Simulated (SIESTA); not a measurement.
Runs of SIESTA 5.4.2 on LiCl. Symmetry: Fm-3m, No. 225, cubic system. Conventional cell: a = 5.130 Å, b = 5.130 Å, c = 5.130 Å, α = 90.00°, β = 90.00°, γ = 90.00°. Around Cl (site symmetry m-3m) lie 6 Li at 2.56 Å. Li (site symmetry m-3m) is surrounded by 6 Cl at 2.56 Å. 

```tsv
task	level	potentials or basis	k mesh	wannier functions	bands left out below	projections	wannier mesh	gap on the mesh (eV)	pressure (GPa)
band structure	vdW-DF-cx	PseudoDojo 0.4 standard (PBE files), DZP (energy shift 0.003 Ry; two zetas on semicore shells)	9 × 9 × 9	-	-	-	-	6.58	(a)
band structure	LDA	PseudoDojo 0.4 standard (LDA files), DZP (energy shift 0.003 Ry; two zetas on semicore shells)	9 × 9 × 9	-	-	-	-	6.24	(b)
band structure	BLYP	PseudoDojo 0.4 standard (PBE files), DZP (energy shift 0.003 Ry; two zetas on semicore shells)	9 × 9 × 9	-	-	-	-	6.71	(c)
band structure	AM05	PseudoDojo 0.4 standard (PBEsol files), DZP (energy shift 0.003 Ry; two zetas on semicore shells)	9 × 9 × 9	-	-	-	-	6.50	0.1
Wannier functions	PBEsol	PseudoDojo 0.4 standard (PBEsol files), DZP (energy shift 0.003 Ry; two zetas on semicore shells)	7 × 7 × 7	3	2	["Cl:p"]	5 × 5 × 5	6.38	-0.9
band structure	PBEsol	PseudoDojo 0.4 standard (PBEsol files), DZP (energy shift 0.003 Ry; two zetas on semicore shells)	9 × 9 × 9	-	-	-	-	6.38	-0.9
```

Alike in all rows: no spin polarisation; cell as given; smearing fermi-dirac 0.05 eV; grid cutoff 800 Ry; energy shift 0.003 Ry.

Q: Fill in the values left out.

A: (a) 0.0; (b) -2.9; (c) 2.5.

Caveats: the basis of atomic orbitals isn't converged, which shifts pressures, moduli and gaps; the potentials were made for another functional, which shifts forces and pressure (some runs); an odd mesh through Γ misses points on the zone boundary, where band edges often lie (some runs).

Runs at the PBE level aren't shown here.
